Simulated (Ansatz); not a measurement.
CsBr:
```
CsBr
1.0
    4.32371     0.00000     0.00000
    0.00000     4.32371     0.00000
    0.00000     0.00000     4.32371
Cs Br
1 1
Direct
  0.00000   0.00000   0.00000
  0.50000   0.50000   0.50000
```

Tensor components refer to the Cartesian frame of this cell.

Q: Give the high-frequency dielectric tensor and the Born effective charge tensors of the independent atoms from DFPT, r²SCAN in the plane-wave PAW code Ansatz.

A: 
ε∞:
```
2.86  0.00  0.00
0.00  2.86  0.00
0.00  0.00  2.86
```
Z* of atom 1 (Cs), rows: field, columns: displacement, in e:
```
1.29  0.00  0.00
0.00  1.29  0.00
0.00  0.00  1.29
```
Z* of atom 2 (Br), rows: field, columns: displacement, in e:
```
-1.29   0.00   0.00
 0.00  -1.29   0.00
 0.00   0.00  -1.29
```

Static charges for comparison (Bader): Cs1 +0.84, Br2 -0.84 e. Born charges measure polarisation by displacement and can exceed these by far.

Space group Pm-3m (CsCl type). Symmetry was held in the r²SCAN relaxation; phonons on a q-mesh show no instability. Spin–orbit coupling is left out wherever it is not named.

Potentials: the later of the program's two PAW sets.
